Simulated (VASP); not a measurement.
Runs of VASP 6.6.1 on CoO. It takes space group Fm-3m (No. 225, cubic). Conventional cell: a = 4.263 Å, b = 4.263 Å, c = 4.263 Å, α = 90.00°, β = 90.00°, γ = 90.00°. Co (site symmetry m-3m) is surrounded by 6 O at 2.13 Å. Around O (site symmetry m-3m) lie 6 Co at 2.13 Å. 

```csv
cell,target pressure,gap on the mesh (eV),pressure (GPa),moment (μB)
relaxed to 5 GPa,5 GPa,none,5.0,(a)
relaxed,-,none,0.0,1.79
relaxed to 10 GPa,10 GPa,none,10.1,0.29
relaxed to 2 GPa,2 GPa,none,2.0,1.77
```

Alike in all rows: task relaxation of cell and atoms; level LDA; potentials or basis VASP PAW LDA potentials, release 64 (Co, O); spin collinear, ferromagnetic start; k mesh 8 × 8 × 8; cutoff (eV) 600; smearing fermi-dirac 0.05 eV.

Estimate the missing entries.

(a) 1.75.

Caveats: semilocal functionals often make such compounds metallic where correlation or magnetic order opens a gap, which also shifts bond lengths; the cell is relaxed towards a set pressure, so the enthalpy falls and the energy may rise (some runs); a cell with one magnetic atom can't hold antiferromagnetic order, which such compounds often take (some runs).

A gap of «none» marks a metal or a gap under the smearing width.
